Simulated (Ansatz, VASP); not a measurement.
**Au in VASP and in Ansatz**

INCAR

```
ALGO     = Fast           # electronic algorithm
EDIFF    = 1E-7           # SCF threshold, eV
ENCUT    = 520            # plane-wave cutoff, eV
GGA      = PE             # functional
ISIF     = 2              # what is computed and relaxed
ISMEAR   = 0              # smearing method
LASPH    = True           # aspherical terms in the spheres
LCHARG   = False          # write CHGCAR
LREAL    = False          # projectors in reciprocal space
LWAVE    = False          # write WAVECAR
NBANDS   = 12             # bands
NELM     = 80             # most SCF steps
PREC     = Accurate       # precision mode
SIGMA    = 0.1            # smearing width, eV
```

KPOINTS

```
k-points
0
Gamma
  18 18 18
```

POSCAR

```
Au
1.0
    0.0000000000      2.0350000000      2.0350000000
    2.0350000000      0.0000000000      2.0350000000
    2.0350000000      2.0350000000      0.0000000000
Au
1
Direct
    0.0000000000      0.0000000000      0.0000000000
```

Input for Ansatz:

```yaml
crystal:
  lattice:
    - [0.0, 2.035, 2.035]
    - [2.035, 0.0, 2.035]
    - [2.035, 2.035, 0.0]
  atoms:
    - { symbol: Au, position: [0.0, 0.0, 0.0] }
basis:
  ecutwfc: 420
kpoints:
  mp_grid: { grid: [18, 18, 18] }
hamiltonian:
  xc: pbe
scf:
  occupations: { method: gaussian, width: 0.1 }
output:
  forces: true
  stress: true
  eigenvalues: true
  populations: true
```

Alike in both runs: task single point; functional PBE; k mesh 18 × 18 × 18; occupations gaussian, width 0.1 eV; no spin polarisation.

|  | VASP | Ansatz |
| --- | --- | --- |
| version | VASP 6.6.1 | Ansatz 0.2.0 |
| potentials or method | VASP PAW PBE potentials, release 64 (Au) | scalar-relativistic, plane waves, PAW |
| plane-wave cutoff (eV) | 520 | 420 |
| valence electrons in the cell | 11 | 19 |

```tsv
	VASP	Ansatz	Ansatz less VASP
gap on the k mesh at the Fermi level (eV)	none	none	-
pressure (GPa)	10.7	10.9	+0.25
```

A gap of «none» marks a metal or a gap that the smearing closes. The two sets of potentials don't hold the same shells in valence.

The runs have no spin-orbit coupling, so splittings on Au are missing.
